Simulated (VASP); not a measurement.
Set up this calculation in VASP 6.6.1, as the native input.

- Task: relaxation of the atoms
- Functional: PBE
- Dispersion: D3(BJ)
- Potentials or basis: VASP PAW PBE potentials, release 64 (In_d, As)
- Cutoff: 600 eV
- k mesh: 10 × 10 × 10
- Occupations: gaussian, width 0.03 eV
- Spin: no spin polarisation
- Further INCAR settings: ALGO = Normal; EDIFF = 1e-07; IBRION = 2; EDIFFG = -0.01; NSW = 40

The structure of InAs lies in POSCAR:

```
InAs                                    
1.0
    0.0000000000      3.0567662025      3.0567662025
    3.0567662025      0.0000000000      3.0567662025
    3.0567662025      3.0567662025      0.0000000000
  In              As            
     1     1
Direct
     0.0000000000000000    0.0000000000000000    0.0000000000000000
     0.2500000000000000    0.2500000000000000    0.2500000000000000
```

The input as run:

INCAR

```
SYSTEM = InAs
PREC     = Accurate       ! precision mode
ENCUT    = 600            ! plane-wave cutoff, eV
EDIFF    = 1E-7           ! SCF threshold, eV
ISMEAR   = 0              ! smearing method
SIGMA    = 0.03           ! smearing width, eV
LREAL    = .FALSE.        ! projectors in reciprocal space
LASPH    = .TRUE.         ! aspherical terms in the spheres
NELM     = 80             ! most SCF steps
ALGO     = Normal         ! electronic algorithm
ISIF     = 2              ! what is computed and relaxed
LWAVE    = .FALSE.        ! write WAVECAR
LCHARG   = .FALSE.        ! write CHGCAR
GGA      = PE             ! functional
IVDW     = 12             ! dispersion correction
IBRION   = 2              ! ionic algorithm
NSW      = 40             ! ionic steps
EDIFFG   = -0.01          ! ionic threshold
```

KPOINTS

```
regular mesh
0
G
  10 10 10
  0 0 0
```

Potentials or basis: VASP PAW PBE potentials, release 64 (In_d, As).

The run is started by

```bash
$ cat potpaw_PBE.64/In_d/POTCAR potpaw_PBE.64/As/POTCAR > POTCAR
$ mpirun -np 1 vasp_std > vasp.out
```

Results of the run:

```yaml
Pressure_after_relaxing: 0.0 GPa
Band_gap_on_the_k_mesh: none (metal or under the smearing width)
Dispersion_energy_per_atom: -0.312 eV
```

Caveat: the relaxation stopped at its first step, so nothing moved; pairwise dispersion overbinds metals, which lowers pressure and volume; this crystal is a semiconductor, whose small gap the functional closes, so the metal is an error of the method.

It took 37 s on 1 thread of Intel(R) Xeon(R) Platinum 8375C CPU @ 2.90GHz (Ice Lake), on a shared host, peak memory 0.24 GiB.
